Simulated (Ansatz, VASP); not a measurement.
# Cross-check of Si18H5ClO2 (HO:Si(111) with 3 of its OH changed to Cl) between VASP and Ansatz, part 2 of 2

Wanted: the spread between two codes on one cell, functional and k mesh. The cell is taken from a series of runs on this material, whose earlier steps may have relaxed, scaled, displaced or heated it; both programs get it as it stands.

VASP 6.6.1 and Ansatz 0.2.0.

So far: The structure; VASP: single point, r2SCAN with D4.

## Step 3: Ansatz: single point, r2SCAN with D4

Level of this step: Ansatz beside VASP: Kohn-Sham DFT, plane waves, r2SCAN with D4 (Ansatz).

Ansatz runs on its default PAW (the set named soft_2) files.

The same cell, functional, mesh and smearing now go to Ansatz, which takes its cutoff from its data sets.

Input file input.yaml:

```yaml
crystal:
  lattice:
    - [11.60362, 0.0, 0.0]
    - [-5.80181, 10.04903, 0.0]
    - [0.0, 0.0, 26.70113]
  atoms:
    - { symbol: Si, position: [0.0, 0.0, 0.09288] }
    - { symbol: Si, position: [0.22222, 0.11111, 0.12245] }
    - { symbol: Si, position: [0.22194, 0.11068, 0.20969] }
    - { symbol: Si, position: [0.11101, 0.22201, 0.23795] }
    - { symbol: Si, position: [0.10943, 0.22088, 0.32578] }
    - { symbol: Si, position: [0.0011, 0.9987, 0.35454] }
    - { symbol: Si, position: [1.0, 0.33333, 0.09288] }
    - { symbol: Si, position: [0.22222, 0.44444, 0.12245] }
    - { symbol: Si, position: [0.2224, 0.44448, 0.20997] }
    - { symbol: Si, position: [0.11108, 0.55549, 0.23817] }
    - { symbol: Si, position: [0.10991, 0.55438, 0.32609] }
    - { symbol: Si, position: [0.99971, 0.33224, 0.35469] }
    - { symbol: Si, position: [1.0, 0.66667, 0.09288] }
    - { symbol: Si, position: [0.22222, 0.77778, 0.12245] }
    - { symbol: Si, position: [0.22212, 0.77772, 0.20986] }
    - { symbol: Si, position: [0.11111, 0.88872, 0.23833] }
    - { symbol: Si, position: [0.11156, 0.88799, 0.32631] }
    - { symbol: Si, position: [0.99894, 0.66515, 0.35435] }
    - { symbol: Si, position: [0.33333, 0.0, 0.09288] }
    - { symbol: Si, position: [0.55556, 0.11111, 0.12245] }
    - { symbol: Si, position: [0.55603, 0.11063, 0.20955] }
    - { symbol: Si, position: [0.44476, 0.22187, 0.23677] }
    - { symbol: Si, position: [0.44539, 0.22133, 0.32402] }
    - { symbol: Si, position: [0.33429, 0.00072, 0.35438] }
    - { symbol: Si, position: [0.33333, 0.33333, 0.09288] }
    - { symbol: Si, position: [0.55556, 0.44444, 0.12245] }
    - { symbol: Si, position: [0.55557, 0.44432, 0.20946] }
    - { symbol: Si, position: [0.44475, 0.55513, 0.23851] }
    - { symbol: Si, position: [0.44436, 0.55534, 0.32693] }
    - { symbol: Si, position: [0.33312, 0.33039, 0.35174] }
    - { symbol: Si, position: [0.33333, 0.66667, 0.09288] }
    - { symbol: Si, position: [0.55556, 0.77778, 0.12245] }
    - { symbol: Si, position: [0.55544, 0.77752, 0.20999] }
    - { symbol: Si, position: [0.44431, 0.88875, 0.23819] }
    - { symbol: Si, position: [0.44505, 0.88968, 0.32612] }
    - { symbol: Si, position: [0.33261, 0.6669, 0.35344] }
    - { symbol: Si, position: [0.66667, 0.0, 0.09288] }
    - { symbol: Si, position: [0.88889, 0.11111, 0.12245] }
    - { symbol: Si, position: [0.88878, 0.11102, 0.20975] }
    - { symbol: Si, position: [0.77777, 0.22195, 0.23797] }
    - { symbol: Si, position: [0.77766, 0.2217, 0.32563] }
    - { symbol: Si, position: [0.66707, 0.99962, 0.35478] }
    - { symbol: Si, position: [0.66667, 0.33333, 0.09288] }
    - { symbol: Si, position: [0.88889, 0.44444, 0.12245] }
    - { symbol: Si, position: [0.8892, 0.44375, 0.20955] }
    - { symbol: Si, position: [0.77804, 0.55513, 0.23672] }
    - { symbol: Si, position: [0.77839, 0.55429, 0.32394] }
    - { symbol: Si, position: [0.66691, 0.33289, 0.35346] }
    - { symbol: Si, position: [0.66667, 0.66667, 0.09288] }
    - { symbol: Si, position: [0.88889, 0.77778, 0.12245] }
    - { symbol: Si, position: [0.88921, 0.77799, 0.20969] }
    - { symbol: Si, position: [0.77786, 0.88883, 0.23803] }
    - { symbol: Si, position: [0.77882, 0.89027, 0.32589] }
    - { symbol: Si, position: [0.66932, 0.66646, 0.35175] }
    - { symbol: H, position: [0.0, 0.0, 0.03745] }
    - { symbol: O, position: [0.00857, 0.99242, 0.41723] }
    - { symbol: H, position: [0.96831, 0.03595, 0.43543] }
    - { symbol: H, position: [1.0, 0.33333, 0.03745] }
    - { symbol: O, position: [0.00527, 0.32409, 0.41722] }
    - { symbol: H, position: [0.9774, 0.37824, 0.43562] }
    - { symbol: H, position: [1.0, 0.66667, 0.03745] }
    - { symbol: O, position: [0.99773, 0.65342, 0.41698] }
    - { symbol: H, position: [0.95117, 0.69176, 0.43433] }
    - { symbol: H, position: [0.33333, 0.0, 0.03745] }
    - { symbol: O, position: [0.34545, 0.002, 0.41703] }
    - { symbol: H, position: [0.30818, 0.0499, 0.43416] }
    - { symbol: H, position: [0.33333, 0.33333, 0.03745] }
    - { symbol: Cl, position: [0.33605, 0.31677, 0.43056] }
    - { symbol: H, position: [0.33333, 0.66667, 0.03745] }
    - { symbol: Cl, position: [0.33355, 0.6659, 0.43168] }
    - { symbol: H, position: [0.66667, 0.0, 0.03745] }
    - { symbol: O, position: [0.67469, 0.99338, 0.41731] }
    - { symbol: H, position: [0.61819, 0.01832, 0.43568] }
    - { symbol: H, position: [0.66667, 0.33333, 0.03745] }
    - { symbol: O, position: [0.67327, 0.32726, 0.41625] }
    - { symbol: H, position: [0.63325, 0.37169, 0.43398] }
    - { symbol: H, position: [0.66667, 0.66667, 0.03745] }
    - { symbol: Cl, position: [0.68286, 0.66289, 0.43061] }
kpoints:
  mp_grid: { grid: [1, 1, 1] }
hamiltonian:
  xc: r2scan
  dispersion: d4
scf:
  occupations: { method: fermi_dirac, width: 0.025 }
output:
  forces: true
```

Command:

```sh
$ ansatz run input.yaml --threads 5 --pin off --max-ram 81920MiB --backend cuda --events-out ev --progress --plain --runs-dir out
```

Numbers of over 12 decimals in the logs are rounded to 6 here.

What it wrote:

```text
Engine: ansatz 0.2.0, x86_64-unknown-linux-gnu
Pseudopotentials: kind: paw
Pseudopotential: Si, paw, valence charge 4, recommended cutoff 500 eV (meta_gga), Si.paw.azcp
Pseudopotential: H, paw, valence charge 1, recommended cutoff 500 eV (meta_gga), H.paw.azcp
Pseudopotential: O, paw, valence charge 6, recommended cutoff 500 eV (meta_gga), O.paw.azcp
Pseudopotential: Cl, paw, valence charge 7, recommended cutoff 500 eV (meta_gga), Cl.paw.azcp
Functional definition: r2SCAN
  parameter k0 = 0.174
  parameter k1 = 0.065
  parameter a1 = 4.9479
  exchange = r2scan_x(k0 = k0, k1 = k1, a1 = a1)
  correlation = r2scan_c
device memory: the entry about to start is reckoned to put 6.0 GiB on a device that reports 78.0 GiB free
GPU FFT provider: cuFFT
GPU libraries: cuBLAS 13.8.2, cuFFT 12.4.0, cuSOLVER 12.3.4
Crystal: 78 atoms, lattice volume = 3113.489 Å³
Basis set: ecut = 500 eV, 78973 PW (Γ), exchange–correlation on 360×360×800 points (64 copies of the dense FFT grid, shifted against one another)
Bands: 222, of which v1, the nominal top of the filled ones, is band 144 counted from 1 (143 counted from 0)
Symmetry: 1 space group operations
Space group: P1 (ITA 1), of the structure as read, at distance tolerance 1.5e-4 Å
k-points: 1
Non-local potential: Si, projectors of the file, l = 0: 2, l = 1: 2, l = 2: 2
Non-local potential: H, projectors of the file, l = 0: 2, l = 1: 1
Non-local potential: O, projectors of the file, l = 0: 2, l = 1: 2, l = 2: 1
Non-local potential: Cl, projectors of the file, l = 0: 2, l = 1: 2, l = 2: 2
PAW form: soft (Blöchl's): semilocal exchange-correlation on the pseudo side does not see the compensation charge
PAW frozen core: Si, regenerated for the run's functional (the file was generated under x = pbe(κ = 0.804, μ = 0.219515), c = pbe(β = 0.066725))
PAW frozen core: O, regenerated for the run's functional (the file was generated under x = pbe(κ = 0.804, μ = 0.219515), c = pbe(β = 0.066725))
PAW frozen core: Cl, regenerated for the run's functional (the file was generated under x = pbe(κ = 0.804, μ = 0.219515), c = pbe(β = 0.066725))
PAW one-centre angular grid: Si, 302 points (default); XC on 160 Gauss nodes
PAW one-centre angular grid: H, 302 points (default); XC on 160 Gauss nodes
PAW one-centre angular grid: O, 302 points (default); XC on 160 Gauss nodes
PAW one-centre angular grid: Cl, 302 points (default); XC on 160 Gauss nodes
Initial density: superposition of atomic densities (neutral atoms: chi_scale 0, normalization atom), corrected by the library's trained network
Initial wavefunctions: pseudopotential atomic-orbital guess
GPU buffer pool allocated for 1620000 grid points (all kernels)
GPU transforms: local potential and band sums: pruned to the plane-wave sphere, on 90×90×200
Functional: x = r2scan, c = r2scan; τ floored in thin density (d = 2e-4 eV/Å³)
SCF iter   1: F=—  HF=-41414.428999 eV  |F-HF|=—  |Δ(HF+E_count)|=         —  Δρ=4.35e-3  dr2=1.34e0  dr2_τ=1.23e0  ethr=1.77e-3  ⟨swp⟩=8.0  Hψ=1237  notcnv=0  defer=28
preconditioner: auto → Resta (q_TF=auto, 1.835 Å⁻¹)  ε∞=2.5  [insulator: Δε(μ)=1.308 eV  Ē_g=8.846 eV  σ=0.025 eV  W_gap=1.00  n_scr=332 (ndim 8)  ℏωp=10.9 eV  f_vac=0.530  D(μ)=0.00/eV (n_scr^D=0)  ε∞_Penn≈2.5  vacuum switching on, ρ_ref=5.7e-3 e/Å³]
SCF iter   2: F=—  HF=-41414.606951 eV  |F-HF|=—  |Δ(HF+E_count)|=   1.78e-1  Δρ=2.70e-3  dr2=2.11e-1  dr2_τ=9.76e-3  ethr=4.67e-4  ⟨swp⟩=3.0  Hψ=427  notcnv=0  defer=64
SCF iter   3: F=—  HF=-41414.606976 eV  |F-HF|=—  |Δ(HF+E_count)|=   2.50e-5  Δρ=1.36e-3  dr2=5.23e-2  dr2_τ=7.92e-4  ethr=7.33e-5  ⟨swp⟩=3.0  Hψ=250  notcnv=0  defer=8
automatic band count: iteration 3 solves 166 bands in place of 222: the levels show a gap, and the empty bands left out lie too high to hold charge; the band table lists the bands solved (type scf.n_extra_bands for more)
SCF iter   4: F=—  HF=-41414.611069 eV  |F-HF|=—  |Δ(HF+E_count)|=   4.09e-3  Δρ=1.93e-4  dr2=8.84e-3  dr2_τ=6.49e-5  ethr=1.81e-5  ⟨swp⟩=3.0  Hψ=295  notcnv=0  defer=8
SCF iter   5: F=—  HF=-41414.611992 eV  |F-HF|=—  |Δ(HF+E_count)|=   9.23e-4  Δρ=8.83e-5  dr2=3.45e-4  dr2_τ=1.08e-5  ethr=3.07e-6  ⟨swp⟩=2.0  Hψ=284  notcnv=0  defer=8
SCF iter   6: F=—  HF=-41414.612160 eV  |F-HF|=—  |Δ(HF+E_count)|=   1.67e-4  Δρ=5.08e-5  dr2=1.05e-4  dr2_τ=7.13e-6  ethr=1.20e-7  ⟨swp⟩=3.0  Hψ=316  notcnv=0  defer=8
SCF iter   7: F=—  HF=-41414.612163 eV  |F-HF|=—  |Δ(HF+E_count)|=   3.67e-6  Δρ=1.61e-5  dr2=9.21e-6  dr2_τ=9.40e-7  ethr=3.66e-8  ⟨swp⟩=2.0  Hψ=302  notcnv=0  defer=8
SCF iter   8: F=—  HF=-41414.611384 eV  |F-HF|=—  |Δ(HF+E_count)|=   7.80e-4  Δρ=4.56e-6  dr2=7.34e-7  dr2_τ=5.11e-8  ethr=3.20e-9  ⟨swp⟩=2.0  Hψ=310  notcnv=0  defer=8
SCF iter   9: F=—  HF=-41414.611385 eV  |F-HF|=—  |Δ(HF+E_count)|=   9.17e-7  Δρ=1.71e-6  dr2=1.19e-7  dr2_τ=8.15e-9  ethr=3.47e-11  ⟨swp⟩=5.0  Hψ=729  notcnv=0
SCF iter  10: F=-41414.611385 eV  HF=-41414.611385 eV  |F-HF|=9.69e-9  |Δ(HF+E_count)|=   1.49e-7  Δρ=4.41e-7  dr2=7.37e-9  dr2_τ=4.75e-10  ethr=3.47e-11  ⟨swp⟩=5.0  Hψ=669  notcnv=0
SCF 1 converged in 10 iterations: F = -41414.611385 eV  dr2 = 7.37e-9
  greatest PAW one-centre occupation: 0.933 electrons in one spin orbital (limit 2), on the Cl atom at site 69 (counted from 0), in its partial waves of l = 0
SCF converged after 10 iterations
Free energy (F): -41414.611385 eV
Harris-Foulkes:  -41414.611385 eV  (|F-HF|=9.69e-9)
Internal energy: -41414.611385 eV  (E = F + TS)
E sigma→0 (E₀):  -41414.611385 eV
Fermi energy:    -0.052593 eV
--- Per-component energies (eV) ---
  E_band       = -1943.829726
  E_kinetic    = 3954.864888
  E_local      = -98509.145512  (includes V_loc(G=0)·N_el)
  E_nonlocal   = 1739.007561
  E_hartree    = 47481.962674
  E_xc         = -3663.903692
  E_vxc        = -3917.249822  (∫ρ·V_xc dr)
  E_paw        = -31027.970453  (= ΣΔE_a)
  E_vpaw       = -360.898023  (= ΣTr[D̂ρ^β])
  E_aug_tail   = -0.000059  (compensation charges beyond the density's cutoff)
  E_vtau       = 185.662624  (kinetic-family band-sum trace: ∫τ·v_τ [+ j·A + Jᵃ·Aᵃ] dr)
  E_ewald      = 38620.937671
  E_disp       = -5.636215  (pairwise vdW)
  E_core_change = -4.728247  (= ΣΔE_core)
  E_smearing   = -0.000000  (= −TS)
  E_closure    = 0.000000  (closes the sum)
  Σ components = -41414.611385   (vs F -41414.611385, Δ=0.00e0)
--- Forces (eV/Å), atoms counted from 1 ---
  atom   1  Si     0.00312699    -0.00171667     0.66717930
  atom   2  Si    -0.02678761    -0.02026319    -0.49930348
  atom   3  Si    -0.00094545    -0.00364407    -0.01048543
  atom   4  Si    -0.00257023     0.00279509     0.01027374
  atom   5  Si     0.00635143    -0.00164231     0.03706485
  atom   6  Si     0.02248657    -0.00388246     0.37558272
  atom   7  Si    -0.01574347     0.00305158     0.68224935
  atom   8  Si     0.01579508     0.01249742    -0.44201945
  atom   9  Si     0.00142381    -0.00048934    -0.01430271
  atom  10  Si     0.00167538    -0.00233458     0.01590709
  atom  11  Si     0.00520714     0.00810347     0.04034779
  atom  12  Si     0.02662287    -0.00435245     0.37451971
  atom  13  Si    -0.00021893     0.00062389     0.69181000
  atom  14  Si    -0.00320734     0.00037219    -0.45901116
  atom  15  Si     0.00312133    -0.00280453    -0.01081810
  atom  16  Si     0.00304062    -0.00071087     0.01531200
  atom  17  Si    -0.00256664    -0.00071724     0.04754668
  atom  18  Si     0.02019772    -0.02101371     0.36805192
  atom  19  Si    -0.00001050     0.00152761     0.69021749
  atom  20  Si     0.02463551    -0.02772840    -0.52851781
  atom  21  Si    -0.00998993    -0.00288795    -0.01267952
  atom  22  Si     0.00510253    -0.00191440     0.01815507
  atom  23  Si    -0.00143712    -0.00514545     0.04577212
  atom  24  Si     0.02878136    -0.00567712     0.36827419
[...]
atom  71  H      0.00828572    -0.01114479    -0.21487647
  atom  72  O     -0.39072109     0.14204110    -0.21112697
  atom  73  H      0.35551162    -0.10237142    -0.19838709
  atom  74  H     -0.00215283     0.00066352    -0.21227291
  atom  75  O     -0.36016106     0.22618337    -0.19731405
  atom  76  H      0.32823481    -0.20660962    -0.19255595
  atom  77  H      0.00147801     0.00632726    -0.21273513
  atom  78  Cl    -0.01341647    -0.02937133    -0.14107714
  max |Σ_I F_I| component: 1.28e-4 eV/Å
```

## Step 4: Side by side

Known differences besides the potentials themselves: VASP keeps PBE cores, Ansatz makes them for the functional; the cutoff is 500 eV in Ansatz and 580 eV in VASP (PREC = Accurate, projectors in real space). Total energies have different zeros and are not compared.

Both answers:

| quantity | Ansatz | VASP | difference |
| --- | --- | --- | --- |
| gap on the k mesh (eV) | 1.284 | 1.298 | -0.014 |

Forces on 10 of the 78 atoms, those with the largest forces and the largest differences (eV/Å; atoms numbered as in POSCAR):

| atom | Ansatz x, y, z | VASP x, y, z |
| --- | --- | --- |
| Si7 | -0.016, 0.003, 0.682 | -0.016, 0.003, 0.667 |
| Si13 | 0.000, 0.001, 0.692 | 0.000, 0.001, 0.677 |
| Si19 | 0.000, 0.002, 0.690 | 0.000, 0.002, 0.676 |
| Si25 | 0.006, 0.005, 0.684 | 0.005, 0.005, 0.669 |
| Si31 | -0.001, 0.000, 0.690 | -0.001, 0.000, 0.676 |
| Si43 | 0.003, -0.001, 0.700 | 0.003, -0.001, 0.685 |
| Si49 | -0.001, -0.006, 0.684 | -0.001, -0.006, 0.669 |
| H56 | 0.326, -0.201, -0.192 | 0.227, -0.140, -0.083 |
| H58 | 0.277, -0.245, -0.203 | 0.190, -0.170, -0.092 |
| H66 | 0.356, -0.102, -0.198 | 0.246, -0.069, -0.087 |

The forces differ by 34 meV/Å r.m.s., which is 17.7 % of the r.m.s. force of 0.194 eV/Å (both taken over all components). A gap on the mesh is an upper bound, since the band edges may lie between its points. With vacuum in the cell, a pressure given here is an average over mostly empty space and none of the material.

## Step 5: Summary of results

```json
{
  "r.m.s. force difference (single point, r2SCAN with D4)": "34 meV/Å"
}
```

**Reading.** The r.m.s. force difference is 34 meV/Å (single point, r2SCAN with D4), beyond the 12 meV/Å picked in this series as the mark of a large difference. What causes the difference of the single point, r2SCAN with D4 pair stays open here. Such differences can come from data sets, numerical settings and the points named under the comparisons, not from the functional's error against experiment.

[Lines on the potential files, build, host, timing and source positions are cut from VASP's logs without a mark.]

[Logs are printed without paths, hosts, clocks, repeated set-up lines and the standing remarks that a program may print on its own settings, such as how far it seeks lower states.]

[Hosts, paths, dates, database ids (printed as entryN), source tags and the programs' standing remarks are cut or masked in the printed files.]
